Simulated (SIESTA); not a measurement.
Runs of SIESTA 5.4.2 on Ni. The structure is cubic, space group Fm-3m (No. 225). The conventional cell has a = 3.475 Å, b = 3.475 Å, c = 3.475 Å, α = 90.00°, β = 90.00°, γ = 90.00°. Ni (site symmetry m-3m) has 12 Ni at 2.46 Å as nearest neighbours. 

```csv
cell,gap on the mesh (eV),pressure (GPa),moment (μB)
relaxed to 30 GPa,none,30.0,0.44
relaxed to 5 GPa,none,5.0,(a)
relaxed to 2 GPa,none,1.9,(b)
relaxed to 10 GPa,none,10.1,0.49
relaxed,none,0.0,0.75
relaxed to 20 GPa,none,20.0,0.45
```

Alike in all rows: task relaxation of cell and atoms; level PBE; potentials or basis PseudoDojo 0.4 standard (PBE files), DZP (energy shift 0.003 Ry; two zetas on semicore shells); spin collinear, ferromagnetic start; k mesh 7 × 7 × 7; smearing fermi-dirac 0.05 eV; grid cutoff 800 Ry; energy shift 0.003 Ry; the mesh is coarse, so values aren't converged.

Fill in the values left out.

(a) 0.69; (b) 0.74.

Caveats: all runs use coarse meshes; short orbitals over semicore shells can move pressures by several GPa; the basis of atomic orbitals isn't converged, which shifts pressures, moduli and gaps.

A gap of «none» marks a metal or a gap under the smearing width.
